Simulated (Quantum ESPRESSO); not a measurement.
# SnSe2 (P-3m1) in Quantum ESPRESSO: convergence with wavefunction cutoff

Aim: find how far wavefunction cutoff must go before the results for SnSe2 settle, at PBE. This setting moves, with any that are tied to it; all else stays.

Everything below comes from runs of Quantum ESPRESSO 7.5. Logs are shortened: lines on timing, memory, paths and dates and some standing lists are left out, and cuts for length are marked.

**1. The structure**

It takes space group P-3m1 (No. 164, trigonal). The conventional cell has a = 3.811 Å, b = 3.811 Å, c = 6.136 Å, α = 90.00°, β = 90.00°, γ = 120.00°. Sn (site symmetry -3m) is surrounded by 6 Se at 2.68 Å. Se (site symmetry 3m) has 3 Sn at 2.68 Å as nearest neighbours.

**2. With wavefunction cutoff 28 Ry**

File pw.in:

```
&CONTROL
  calculation = 'scf'
  prefix = 'pwscf'
  outdir = './tmp'
  pseudo_dir = './pseudo'
  tprnfor = .true.
  tstress = .true.
  disk_io = 'nowf'
/
&SYSTEM
  ibrav = 0
  nat = 3
  ntyp = 2
  ecutwfc = 28
  nbnd = 32
  occupations = 'smearing'
  smearing = 'fd'
  degauss = 0.00367493
/
&ELECTRONS
  conv_thr = 6d-10
  electron_maxstep = 120
  mixing_beta = 0.5
/
ATOMIC_SPECIES
Sn   118.7100 50_Sn_14_2.5_3.0_pbe_n_v1.0.upf
Se    78.9710 34_Se_16_1.9_2.1_pbe_n_v1.0.upf
CELL_PARAMETERS angstrom
   3.8110000000    0.0000000000    0.0000000000
  -1.9055000000    3.3004228138    0.0000000000
   0.0000000000    0.0000000000    6.1360000000
ATOMIC_POSITIONS crystal
Sn     0.0000000000    0.0000000000    0.0000000000
Se     0.6666666667    0.3333333333    0.7510000000
Se     0.3333333333    0.6666666667    0.2490000000
K_POINTS automatic
8 8 5 0 0 0
```

Potentials or basis: SPMS 1.0 PBE.

Started as:

```console
$ OMP_NUM_THREADS=1 pw.x -in pw.in > pw.out
```

Wall time 17 s (1 thread of Arm Neoverse V2, shared host); peak memory 0.06 GiB.

Results:

```
Free energy            : -7981.7909 eV
Pressure               : -1191.5 GPa
Largest force          : 0.485 eV/Å
Band gap on the k mesh : 0.68 eV, indirect (least direct gap 0.72 eV)
```

**3. With wavefunction cutoff 35 Ry**

Changes to pw.in since step 2:

```diff
@@ -13,3 +13,3 @@
   ntyp = 2
-  ecutwfc = 28
+  ecutwfc = 35
   nbnd = 32
```

Potentials or basis: SPMS 1.0 PBE.

Started as:

```console
$ OMP_NUM_THREADS=1 pw.x -in pw.in > pw.out
```

Wall time 28 s (1 thread of Arm Neoverse V2, shared host); peak memory 0.07 GiB.

What came out:

| Property | Result |
| --- | --- |
| Free energy | -8119.1242 eV |
| Pressure | -523.2 GPa |
| Largest force | 0.688 eV/Å |
| Band gap on the k mesh | 0.84 eV, indirect (least direct gap 0.90 eV) |

**4. With wavefunction cutoff 42 Ry**

Changes to pw.in since step 3:

```diff
@@ -13,3 +13,3 @@
   ntyp = 2
-  ecutwfc = 35
+  ecutwfc = 42
   nbnd = 32
```

Started as:

```console
$ OMP_NUM_THREADS=1 pw.x -in pw.in > pw.out
```

Wall time 37 s (1 thread of Arm Neoverse V2, shared host); peak memory 0.09 GiB.

Results:

| Property | Result |
| --- | --- |
| Free energy | -8160.8659 eV |
| Pressure | -141.3 GPa |
| Largest force | 0.807 eV/Å |
| Band gap on the k mesh | 0.78 eV, indirect (least direct gap 1.00 eV) |

**5. With wavefunction cutoff 49 Ry**

Changes to pw.in since step 4:

```diff
@@ -13,3 +13,3 @@
   ntyp = 2
-  ecutwfc = 42
+  ecutwfc = 49
   nbnd = 32
```

Started as:

```console
$ OMP_NUM_THREADS=1 pw.x -in pw.in > pw.out
```

Run time: 52 s. Hardware: 1 thread of Arm Neoverse V2, shared host; peak memory 0.11 GiB.

Results:

* Free energy: -8168.8508 eV
* Pressure: -17.2 GPa
* Largest force: 0.809 eV/Å
* Band gap on the k mesh: 0.76 eV, indirect (least direct gap 1.03 eV)

**6. With wavefunction cutoff 56 Ry**

Changes to pw.in since step 5:

```diff
@@ -13,3 +13,3 @@
   ntyp = 2
-  ecutwfc = 49
+  ecutwfc = 56
   nbnd = 32
```

Potentials or basis: SPMS 1.0 PBE.

Started as:

```console
$ OMP_NUM_THREADS=1 pw.x -in pw.in > pw.out
```

It took 59 s on 1 thread of Arm Neoverse V2, shared host; peak memory 0.13 GiB.

It converged, with:

```
Free energy            : -8169.6997 eV
Pressure               : 4.1 GPa
Largest force          : 0.809 eV/Å
Band gap on the k mesh : 0.76 eV, indirect (least direct gap 1.03 eV)
```

**7. With wavefunction cutoff 63 Ry**

Changes to pw.in since step 6:

```diff
@@ -13,3 +13,3 @@
   ntyp = 2
-  ecutwfc = 56
+  ecutwfc = 63
   nbnd = 32
```

Started as:

```console
$ OMP_NUM_THREADS=1 pw.x -in pw.in > pw.out
```

Wall time 69 s (1 thread of Arm Neoverse V2, shared host); peak memory 0.15 GiB.

It converged, with:

* Free energy: -8169.7339 eV
* Pressure: 5.6 GPa
* Largest force: 0.808 eV/Å
* Band gap on the k mesh: 0.76 eV, indirect (least direct gap 1.03 eV)

**8. With wavefunction cutoff 70 Ry**

Changes to pw.in since step 7:

```diff
@@ -13,3 +13,3 @@
   ntyp = 2
-  ecutwfc = 63
+  ecutwfc = 70
   nbnd = 32
```

Started as:

```console
$ OMP_NUM_THREADS=1 pw.x -in pw.in > pw.out
```

Run time: 75 s. Hardware: 1 thread of Arm Neoverse V2, shared host; peak memory 0.17 GiB.

It converged, with:

```
Free energy            : -8169.7344 eV
Pressure               : 5.6 GPa
Largest force          : 0.808 eV/Å
Band gap on the k mesh : 0.76 eV, indirect (least direct gap 1.03 eV)
```

**9. With wavefunction cutoff 84 Ry**

Changes to pw.in since step 8:

```diff
@@ -13,3 +13,3 @@
   ntyp = 2
-  ecutwfc = 70
+  ecutwfc = 84
   nbnd = 32
```

Potentials or basis: SPMS 1.0 PBE.

Started as:

```console
$ OMP_NUM_THREADS=1 pw.x -in pw.in > pw.out
```

Wall time 2 min (1 thread of Arm Neoverse V2, shared host); peak memory 0.21 GiB.

It converged, with:

```yaml
Free_energy: -8169.7354 eV
Pressure: 5.6 GPa
Largest_force: 0.808 eV/Å
Band_gap_on_the_k_mesh: 0.76 eV, indirect (least direct gap 1.03 eV)
```

**10. With wavefunction cutoff 105 Ry**

Changes to pw.in since step 9:

```diff
@@ -13,3 +13,3 @@
   ntyp = 2
-  ecutwfc = 84
+  ecutwfc = 105
   nbnd = 32
```

Potentials or basis: SPMS 1.0 PBE.

Started as:

```console
$ OMP_NUM_THREADS=1 pw.x -in pw.in > pw.out
```

pw.out:

```text
This program is part of the open-source Quantum ESPRESSO suite
     for quantum simulation of materials; please cite
         "P. Giannozzi et al., J. Phys.:Condens. Matter 21 395502 (2009);
         "P. Giannozzi et al., J. Phys.:Condens. Matter 29 465901 (2017);
         "P. Giannozzi et al., J. Chem. Phys. 152 154105 (2020);
     in publications or presentations arising from this work. More details at

     Message from routine setup:
     using ibrav=0 with symmetry is DISCOURAGED, use correct ibrav instead

     G-vector sticks info
     --------------------
     sticks:   dense  smooth     PW     G-vecs:    dense   smooth      PW
     Sum        1507    1507    421                75873    75873   11235

     Using Slab Decomposition

     bravais-lattice index     =            0
     lattice parameter (alat)  =       7.2017  a.u.
     unit-cell volume          =     520.8234 (a.u.)^3
     number of atoms/cell      =            3
     number of atomic types    =            2
     number of electrons       =        46.00
     number of Kohn-Sham states=           32
     kinetic-energy cutoff     =     105.0000  Ry
     charge density cutoff     =     420.0000  Ry
     scf convergence threshold =      6.0E-10
     mixing beta               =       0.5000
     number of iterations used =            8  plain     mixing
     Exchange-correlation= PBE
                           (   1   4   3   4   0   0   0)

     celldm(1)=   7.201746  celldm(2)=   0.000000  celldm(3)=   0.000000
     celldm(4)=   0.000000  celldm(5)=   0.000000  celldm(6)=   0.000000

     crystal axes: (cart. coord. in units of alat)
               a(1) = (   1.000000   0.000000   0.000000 )
               a(2) = (  -0.500000   0.866025   0.000000 )
               a(3) = (   0.000000   0.000000   1.610076 )

     reciprocal axes: (cart. coord. in units 2 pi/alat)
               b(1) = (  1.000000  0.577350 -0.000000 )
               b(2) = (  0.000000  1.154701  0.000000 )
               b(3) = (  0.000000 -0.000000  0.621089 )

     PseudoPot. # 1 for Sn read from file:
     50_Sn_14_2.5_3.0_pbe_n_v1.0.upf
     Pseudo is Norm-conserving + core correction, Zval = 14.0
     Generated using ONCVPSP code by D. R. Hamann
     Using radial grid of 1640 points,  6 beta functions with:
                l(1) =   0
                l(2) =   0
                l(3) =   1
                l(4) =   1
                l(5) =   2
                l(6) =   2

     PseudoPot. # 2 for Se read from file:
     34_Se_16_1.9_2.1_pbe_n_v1.0.upf
     Pseudo is Norm-conserving + core correction, Zval = 16.0
     Generated using ONCVPSP code by D. R. Hamann
     Using radial grid of 1204 points,  6 beta functions with:
                l(1) =   0
                l(2) =   0
                l(3) =   1
                l(4) =   1
                l(5) =   2
                l(6) =   2

     atomic species   valence    mass     pseudopotential
     Sn               14.00   118.71000     Sn( 1.00)
     Se               16.00    78.97100     Se( 1.00)

     12 Sym. Ops., with inversion, found

   Cartesian axes

     site n.     atom                  positions (alat units)
         1        Sn     tau(   1) = (   0.0000000   0.0000000   0.0000000  )
         2        Se     tau(   2) = (   0.5000000   0.2886751   1.2091671  )
         3        Se     tau(   3) = (  -0.0000000   0.5773503   0.4009089  )

     number of k points=    40  Fermi-Dirac smearing, width (Ry)=  0.0037
                       cart. coord. in units 2pi/alat
        k(    1) = (   0.0000000   0.0000000   0.0000000), wk =   0.0062500
        k(    2) = (   0.0000000   0.0000000   0.1242177), wk =   0.0125000
        k(    3) = (   0.0000000   0.0000000   0.2484355), wk =   0.0125000
        k(    4) = (   0.0000000   0.1443376   0.0000000), wk =   0.0375000
        k(    5) = (   0.0000000   0.1443376   0.1242177), wk =   0.0375000
        k(    6) = (   0.0000000   0.1443376   0.2484355), wk =   0.0375000
[... 32 lines left out ...]
        k(   39) = (  -0.1250000   0.5051815  -0.1242177), wk =   0.0750000
        k(   40) = (  -0.1250000   0.5051815  -0.2484355), wk =   0.0750000

     Dense  grid:    75873 G-vectors     FFT dimensions: (  48,  48,  75)

     Initial potential from superposition of free atoms

     starting charge      45.9983, renormalised to      46.0000
     Starting wfcs are   27 randomized atomic wfcs +    5 random wfcs

     Self-consistent Calculation

     iteration #  1     ecut=   105.00 Ry     beta= 0.50
     Davidson diagonalization with overlap
     ethr =  1.00E-02,  avg # of iterations =  6.3

     Threshold (ethr) on eigenvalues was too large:
     Diagonalizing with lowered threshold

     Davidson diagonalization with overlap
     ethr =  1.78E-04,  avg # of iterations =  3.9

     total energy              =    -600.44565588 Ry
     estimated scf accuracy    <       0.08054553 Ry

     iteration #  2     ecut=   105.00 Ry     beta= 0.50
     Davidson diagonalization with overlap
     ethr =  1.75E-04,  avg # of iterations =  2.1

     total energy              =    -600.46020831 Ry
     estimated scf accuracy    <       0.01811031 Ry

     iteration #  3     ecut=   105.00 Ry     beta= 0.50
     Davidson diagonalization with overlap
     ethr =  3.94E-05,  avg # of iterations =  2.8

     total energy              =    -600.46407205 Ry
     estimated scf accuracy    <       0.00305595 Ry
[... 26 lines left out ...]
     total energy              =    -600.46451298 Ry
     estimated scf accuracy    <       0.00000003 Ry

     iteration #  8     ecut=   105.00 Ry     beta= 0.50
     Davidson diagonalization with overlap
     ethr =  5.62E-11,  avg # of iterations =  3.3

     total energy              =    -600.46451299 Ry
     estimated scf accuracy    <          2.1E-09 Ry

     iteration #  9     ecut=   105.00 Ry     beta= 0.50
     Davidson diagonalization with overlap
     ethr =  4.46E-12,  avg # of iterations =  2.0

     End of self-consistent calculation

          k = 0.0000 0.0000 0.0000 (  9487 PWs)   bands (ev):

   -37.5643 -37.5643 -37.5642 -37.5642 -37.5030 -37.5030 -37.5024 -37.5024
   -37.4808 -37.4805 -12.0750 -12.0750 -12.0348 -12.0232 -12.0232  -4.6630
    -2.8750   3.2849   8.6580   8.6580   8.9599   8.9599   9.3613  10.3928
    12.3061  13.9901  13.9901  17.4998  18.3209  18.3209  18.9437  19.5473

          k = 0.0000 0.0000 0.1242 (  9482 PWs)   bands (ev):

   -37.5643 -37.5643 -37.5642 -37.5642 -37.5030 -37.5030 -37.5024 -37.5024
   -37.4807 -37.4806 -12.0750 -12.0750 -12.0347 -12.0232 -12.0232  -4.6111
    -2.9867   3.5564   8.4863   8.6193   8.6193   9.0199   9.0199  11.0649
    12.3097  13.8924  13.8924  17.7295  18.0876  18.0876  18.3030  20.0059

          k = 0.0000 0.0000 0.2484 (  9476 PWs)   bands (ev):

   -37.5643 -37.5643 -37.5642 -37.5642 -37.5028 -37.5028 -37.5026 -37.5026
   -37.4807 -37.4806 -12.0750 -12.0750 -12.0346 -12.0232 -12.0232  -4.5127
    -3.1765   4.0899   7.4875   8.5742   8.5742   9.1004   9.1004  11.6660
    12.2848  13.7424  13.7424  17.5815  17.8037  17.8037  18.3397  20.0384
[... 248 lines left out ...]
   -37.5642 -37.5641 -37.5637 -37.5637 -37.5031 -37.5029 -37.5027 -37.5025
   -37.4804 -37.4803 -12.1220 -12.0583 -12.0428 -12.0102 -11.9999  -3.0151
    -2.4099   2.1636   4.8064   6.2746   6.6349   8.3307   8.7110  10.9083
    14.0107  14.7388  15.2230  15.8452  18.8714  20.2076  20.4385  21.2271

          k =-0.1250 0.5052-0.2484 (  9468 PWs)   bands (ev):

   -37.5642 -37.5641 -37.5637 -37.5637 -37.5030 -37.5029 -37.5028 -37.5026
   -37.4803 -37.4803 -12.1221 -12.0583 -12.0428 -12.0102 -11.9998  -2.9564
    -2.4640   2.1170   4.6385   6.1925   6.8787   8.4997   8.9469  10.9019
    13.8748  14.6563  15.1621  15.6351  18.6150  19.6485  20.2256  20.8778

     the Fermi energy is     9.7642 ev

!    total energy              =    -600.46451299 Ry
     estimated scf accuracy    <          1.0E-10 Ry
     smearing contrib. (-TS)   =      -0.00000216 Ry
     internal energy E=F+TS    =    -600.46451082 Ry

     The total energy is F=E-TS. E is the sum of the following terms:
     one-electron contribution =    -302.98561518 Ry
     hartree contribution      =     164.89559093 Ry
     xc contribution           =    -121.32647235 Ry
     ewald contribution        =    -341.04801423 Ry

     convergence has been achieved in   9 iterations

     Forces acting on atoms (cartesian axes, Ry/au):

     atom    1 type  1   force =     0.00000000   -0.00000000    0.00000000
     atom    2 type  2   force =     0.00000000    0.00000000   -0.03142054
     atom    3 type  2   force =     0.00000000   -0.00000000    0.03142054

     Total force =     0.044435     Total SCF correction =     0.000011

     Computing stress (Cartesian axis) and pressure

          total   stress  (Ry/bohr**3)                   (kbar)     P=       56.50
   0.00035267   0.00000000   0.00000000           51.88        0.00        0.00
   0.00000000   0.00035267   0.00000000            0.00       51.88        0.00
   0.00000000   0.00000000   0.00044690            0.00        0.00       65.74

=------------------------------------------------------------------------------=
   JOB DONE.
=------------------------------------------------------------------------------=
```

Wall time 2.3 min (1 thread of Arm Neoverse V2, shared host); peak memory 0.29 GiB.

What came out:

| Quantity | Value |
| --- | --- |
| Free energy | -8169.7359 eV |
| Pressure | 5.7 GPa |
| Largest force | 0.808 eV/Å |
| Band gap on the k mesh | 0.76 eV, indirect (least direct gap 1.03 eV) |

**11. The series at a glance**

| wavefunction cutoff | energy less the tightest run, at zero smearing (meV/atom) | pressure (GPa) | largest force (eV/Å) | gap on the mesh (eV) | SCF cycles | CPU time (s) | peak memory (GiB) |
| --- | --- | --- | --- | --- | --- | --- | --- |
| 28 Ry | 62648.34 | -1191.47 | 0.485 | 0.676 | 10 | 17 | 0.06 |
| 35 Ry | 16870.58 | -523.15 | 0.688 | 0.841 | 9 | 28 | 0.07 |
| 42 Ry | 2956.67 | -141.32 | 0.807 | 0.779 | 10 | 37 | 0.09 |
| 49 Ry | 295.04 | -17.18 | 0.809 | 0.765 | 9 | 52 | 0.11 |
| 56 Ry | 12.07 | 4.12 | 0.809 | 0.762 | 9 | 59 | 0.13 |
| 63 Ry | 0.68 | 5.65 | 0.808 | 0.762 | 9 | 69 | 0.15 |
| 70 Ry | 0.48 | 5.65 | 0.808 | 0.762 | 9 | 75 | 0.17 |
| 84 Ry | 0.18 | 5.65 | 0.808 | 0.762 | 9 | 120 | 0.21 |
| 105 Ry | 0.00 | 5.65 | 0.808 | 0.762 | 9 | 140 | 0.29 |

Against the tightest run, the energy stays within 1 meV/atom from 63 Ry on; the pressure stays within 0.1 GPa from 63 Ry on; the largest force stays within 0.005 eV/Å from 42 Ry on; the gap on the mesh stays within 0.01 eV from 49 Ry on. The tightest run that finished is the yardstick and may itself not be fully converged.

Caveats: spin-orbit coupling is left out, which moves the levels of the heavy elements; an odd mesh through Γ misses points on the zone boundary, where band edges often lie; this functional lacks dispersion, which binds the layers, so the pressure and a relaxed spacing across them are unreliable.
